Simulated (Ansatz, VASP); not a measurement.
# Br in VASP and in Ansatz

```
CELL_PARAMETERS angstrom
-1.37086 1.42822 3.50710
1.54394 -1.43502 3.57868
1.34378 1.40794 -3.50981
ATOMIC_POSITIONS crystal
Br 0.01208 0.00474 0.01896
```

Change from the starting cell: cell strained at random at fixed volume.

Alike in both runs: task single point; functional PBE; k mesh 13 × 13 × 13; occupations fermi-dirac, width 0.05 eV; no spin polarisation.

```csv
,VASP,Ansatz
version,VASP 6.6.1,Ansatz 0.2.0
potentials or method,"VASP PAW PBE potentials, release 64 (Br)",Ansatz PAW
plane-wave cutoff (eV),520,420
valence electrons in the cell,7,7
```

|  | VASP | Ansatz | Ansatz less VASP |
| --- | --- | --- | --- |
| gap on the k mesh at the Fermi level (eV) | none | none | - |
| pressure (GPa) | 1.0 | 1.0 | -0.01 |
| largest component of the traceless stress (GPa) | 1.09 | 1.09 | +0.002 |

A gap of «none» marks a metal or a gap that the smearing closes. The functional is the same, so the differences come from potentials, cutoffs and numerics.

Caveats: an odd number of electrons without spin polarisation forces a metal; a magnetic or distorted state may lie lower.
